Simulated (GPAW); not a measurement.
Runs of GPAW 26.7.0 on BP. It takes space group F-43m (No. 216, cubic). Conventional cell: a = 4.538 Å, b = 4.538 Å, c = 4.538 Å, α = 90.00°, β = 90.00°, γ = 90.00°. P (site symmetry -43m) has 4 B at 1.97 Å as nearest neighbours. Around B (site symmetry -43m) lie 4 P at 1.97 Å. 

| task | level | potentials or basis | cell | k mesh | cutoff (eV) | smearing | maxiter | eigensolver | optimizer | fmax | max steps | grid spacing | mesh quality | gap on the mesh (eV) | pressure (GPa) | V0 of scaled cells (Å³/atom) | relaxed volume (Å³/atom) | B0 (GPa) |
| --- | --- | --- | --- | --- | --- | --- | --- | --- | --- | --- | --- | --- | --- | --- | --- | --- | --- | --- |
| equation of state | SOGGA | PAW data sets generated in the run's folder for this functional, pw | as given | 10 × 10 × 10 | 800 | fermi-dirac 0.05 eV | 150 | - | - | - | - | - | not flagged | - | - | 11.55 | - | 170 |
| single point | PBE | GPAW PAW data sets (gpaw-data 1.2.1), pw | as given | 10 × 10 × 10 | 800 | gaussian 0.027 eV | 150 | - | - | - | - | - | not flagged | 1.24 | 1.4 | - | - | - |
| single point | PBE | GPAW PAW data sets (gpaw-data 1.2.1), pw | as given | 10 × 10 × 10 | 800 | gaussian 0.021 eV | 150 | - | - | - | - | - | not flagged | 1.24 | 1.4 | - | - | - |
| single point | PBEsol0 | GPAW PAW data sets (gpaw-data 1.2.1), pw | as given | 5 × 5 × 5 | 600 | fermi-dirac 0.05 eV | 60 | - | - | - | - | - | coarse | (d) | - | - | - | - |
| equation of state | BLYP | PAW data sets generated in the run's folder for this functional, pw | as given | 10 × 10 × 10 | 800 | fermi-dirac 0.05 eV | 150 | davidson | - | - | - | - | not flagged | - | - | 12.15 | - | 149 |
| relaxation of cell and atoms | PBEsol+D4 | PAW data sets generated in the run's folder for this functional, pw | relaxed | 10 × 10 × 10 | 800 | fermi-dirac 0.05 eV | 150 | - | BFGS | 0.05 eV/Å | 40 | - | not flagged | 1.10 | 0.1 | - | (c) | - |
| single point | PBE | GPAW PAW data sets (gpaw-data 1.2.1), pw | as given | 10 × 10 × 10 | 800 | gaussian 0.018 eV | 150 | - | - | - | - | - | not flagged | 1.24 | 1.4 | - | - | - |
| single point | PBE | GPAW PAW data sets (gpaw-data 1.2.1), pw | as given | 10 × 10 × 10 | 800 | gaussian 0.017 eV | 150 | - | - | - | - | - | not flagged | 1.24 | 1.4 | - | - | - |
| single point | PBE | GPAW PAW data sets (gpaw-data 1.2.1), pw | as given | 10 × 10 × 10 | 800 | gaussian 0.024 eV | 150 | - | - | - | - | - | not flagged | 1.24 | 1.4 | - | - | - |
| single point | PBE | GPAW PAW data sets (gpaw-data 1.2.1), pw | as given | 10 × 10 × 10 | 800 | gaussian 0.014 eV | 150 | - | - | - | - | - | not flagged | 1.24 | 1.4 | - | - | - |
| equation of state | PBE | GPAW PAW data sets (gpaw-data 1.2.1), fd | as given | 10 × 10 × 10 | - | fermi-dirac 0.05 eV | 150 | - | - | - | - | 0.16 Å | not flagged | - | - | (a) | - | (b) |
| relaxation of cell and atoms | PBE+D4 | GPAW PAW data sets (gpaw-data 1.2.1), pw | relaxed | 10 × 10 × 10 | 800 | fermi-dirac 0.05 eV | 150 | - | BFGS | 0.01 eV/Å | 40 | - | not flagged | 1.21 | 0.1 | - | 11.44 | - |

Alike in all rows: no spin polarisation.

Question: Estimate the missing entries.

Answer: (a) 11.76; (b) 164; (c) 11.37; (d) 2.61.

Caveats: some runs use coarse meshes; later steps reuse the first step's grids (some runs); the PAW data sets were made with another functional, which shifts forces and pressure a little (some runs); an odd mesh through Γ misses points on the zone boundary, where band edges often lie (some runs); the real-space grid adds noise to forces (some runs).
